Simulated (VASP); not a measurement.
The system is Ce.

```
Ce
1.0
    -1.94330    1.94330    1.94330
     1.94330   -1.94330    1.94330
     1.94330    1.94330   -1.94330
Ce
1
Direct
  0.00000 0.00000 0.00000
```

This isn't the form of Ce at room conditions, which is fcc.

* Program: VASP 6.6.1
* Task: relaxation of cell and atoms
* Functional: PBEsol
* Potentials or basis: VASP PAW PBE potentials, release 64 (Ce)
* Cutoff: 600 eV
* k mesh: 8 × 8 × 8
* Occupations: methfessel-paxton, width 0.1 eV
* Spin: collinear spin, typed start
* Starting moments: [1.0] μB

At the start: pressure -5.5 GPa; volume 29.35 Å³/atom.

**Question.** Where does the relaxation end?

**Answer.** Over 4 steps the energy falls by 102.5 meV/atom and the volume is 24.46 Å³/atom (-16.7 %); space group Im-3m (No. 229, to 0.05 Å); moment 0.00 μB per cell.

The path:
| step | energy change (eV) | largest force (eV/Å) | pressure (GPa) | volume (Å³) |
| --- | --- | --- | --- | --- |
| 1 | 0.0000 | 0.0000 | -5.50 | 29.35 |
| 2 | -0.0987 | 0.0000 | -1.44 | 25.28 |
| 3 | -0.1024 | 0.0000 | -0.11 | 24.55 |
| 4 | -0.1025 | 0.0000 | -0.01 | 24.46 |

Final structure:
```yaml
crystal:
  lattice:
    - [-1.82863, 1.82863, 1.82863]
    - [1.82863, -1.82863, 1.82863]
    - [1.82863, 1.82863, -1.82863]
  atoms:
    - { symbol: Ce, position: [0.00000, 0.00000, 0.00000] }
```

Caveat: the magnetic or orbital state may not be the lowest; the volume moved by over 15 % at a fixed basis, so the end points are rough; the PAW data sets were made with another functional, which shifts forces and pressure a little.
